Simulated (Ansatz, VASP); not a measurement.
# Two plane-wave programs on Al2O

```
Al O
1.0
    -1.98672    1.98672    2.90444
     1.98672   -1.98672    2.90444
     1.98672    1.98672   -2.90444
Al O
2 1
Direct
  0.50000 0.00000 0.50000
  0.00000 0.50000 0.50000
  0.50000 0.50000 0.00000
```

Alike in both runs: task single point; functional PBE; k mesh 6 × 6 × 6; occupations gaussian, width 0.1 eV; collinear spin.

|  | VASP | Ansatz |
| --- | --- | --- |
| version | VASP 6.6.1 | Ansatz 0.2.0 |
| potentials or method | VASP PAW PBE potentials, release 64 (Al, O) | scalar-relativistic, plane waves, PAW |
| plane-wave cutoff (eV) | 520 | 420 |
| valence electrons in the cell | 12 | 12 |

```csv
,VASP,Ansatz,Ansatz less VASP
gap on the k mesh at the Fermi level (eV),none,none,-
pressure (GPa),-0.3,-0.2,+0.06
net moment per atom (μB),0.00,0.00,0.000
```

A gap of «none» marks a metal or a gap that the smearing closes. Ansatz warned: «seeded_moment_not_kept».

Caveats: the k mesh is coarse (spacing up to 0.37 Å⁻¹), so the values aren't converged.
